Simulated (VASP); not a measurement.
Here is a VASP 6.6.1 calculation.

INCAR

```
SYSTEM = SnO
PREC = Accurate
ENCUT = 520
EDIFF = 1E-7
ISMEAR = 0
SIGMA = 0.02
LREAL = .FALSE.
LASPH = .TRUE.
NELM = 60
ALGO = Normal
ISIF = 2
LWAVE = .FALSE.
LCHARG = .FALSE.
METAGGA = R2SCAN
LMIXTAU = .TRUE.
```

Contents of KPOINTS:

```
Automatic mesh
0
G
  8 8 6
  0 0 0
```

The input POSCAR:

```
SnO
1.0
    3.8020000000      0.0000000000      0.0000000000
    0.0000000000      3.8020000000      0.0000000000
    0.0000000000      0.0000000000      4.8360000000
Sn O
2 2
Direct
    0.0000000000      0.5000000000      0.2385000000
    0.5000000000      0.0000000000      0.7615000000
    0.0000000000      0.0000000000      0.0000000000
    0.5000000000      0.5000000000      0.0000000000
```

KPOINTS_OPT

```
path GXMGZRAZ,XR,MA
10
line-mode
reciprocal
 0.0000000000  0.0000000000  0.0000000000  G
 0.0000000000  0.5000000000  0.0000000000  X

 0.0000000000  0.5000000000  0.0000000000  X
 0.5000000000  0.5000000000  0.0000000000  M

 0.5000000000  0.5000000000  0.0000000000  M
 0.0000000000  0.0000000000  0.0000000000  G

 0.0000000000  0.0000000000  0.0000000000  G
 0.0000000000  0.0000000000  0.5000000000  Z

 0.0000000000  0.0000000000  0.5000000000  Z
 0.0000000000  0.5000000000  0.5000000000  R

 0.0000000000  0.5000000000  0.5000000000  R
 0.5000000000  0.5000000000  0.5000000000  A

 0.5000000000  0.5000000000  0.5000000000  A
 0.0000000000  0.0000000000  0.5000000000  Z

 0.0000000000  0.5000000000  0.0000000000  X
 0.0000000000  0.5000000000  0.5000000000  R

 0.5000000000  0.5000000000  0.0000000000  M
 0.5000000000  0.5000000000  0.5000000000  A
```

Potentials or basis: VASP PAW PBE potentials, release 64 (Sn_d, O).

The run is started by

```bash
$ cat potpaw_PBE.64/Sn_d/POTCAR potpaw_PBE.64/O/POTCAR > POTCAR
$ mpirun -np 1 vasp_std > vasp.out
```

Task: Estimate the band gap on the k mesh.

Result: 0.14 eV, indirect (least direct gap 2.29 eV).

Task: Estimate the band gap along the path.

Result: 0.14 eV, indirect (least direct gap 2.29 eV).

Task: Predict the largest force.

Result: 0.018 eV/Å.

Task: What does it give for the pressure?

Result: 0.7 GPa.

Levels at the corners of the path, in eV from the valence-band top:
| point | band 18 | band 19 | band 20 | band 21 | band 22 | band 23 |
| --- | --- | --- | --- | --- | --- | --- |
| Γ | -3.59 | -3.59 | 0.00 | 2.42 | 4.63 | 4.82 |
| X | -5.28 | -3.01 | -3.01 | 3.46 | 3.46 | 6.16 |
| X | -5.28 | -3.01 | -3.01 | 3.46 | 3.46 | 6.16 |
| M | -2.91 | -2.15 | -2.15 | 0.14 | 0.14 | 4.73 |
| M | -2.91 | -2.15 | -2.15 | 0.14 | 0.14 | 4.73 |
| Γ | -3.59 | -3.59 | 0.00 | 2.42 | 4.63 | 4.82 |
| Γ | -3.59 | -3.59 | 0.00 | 2.42 | 4.63 | 4.82 |
| Z | -3.60 | -3.09 | -2.58 | 1.99 | 3.07 | 3.07 |
| Z | -3.60 | -3.09 | -2.58 | 1.99 | 3.07 | 3.07 |
| R | -5.25 | -2.04 | -2.04 | 2.78 | 2.78 | 5.65 |
| R | -5.25 | -2.04 | -2.04 | 2.78 | 2.78 | 5.65 |
| A | -2.94 | -2.91 | -2.91 | 2.42 | 2.42 | 4.38 |
| A | -2.94 | -2.91 | -2.91 | 2.42 | 2.42 | 4.38 |
| Z | -3.60 | -3.09 | -2.58 | 1.99 | 3.07 | 3.07 |
| X | -5.28 | -3.01 | -3.01 | 3.46 | 3.46 | 6.16 |
| R | -5.25 | -2.04 | -2.04 | 2.78 | 2.78 | 5.65 |
| M | -2.91 | -2.15 | -2.15 | 0.14 | 0.14 | 4.73 |
| A | -2.94 | -2.91 | -2.91 | 2.42 | 2.42 | 4.38 |

Caveat: the PAW data sets were made with another functional, which shifts forces and pressure a little; spin-orbit coupling is left out, which moves the levels of the heavy elements. r2SCAN opens gaps a little over a GGA but as a rule still falls short of measured ones.
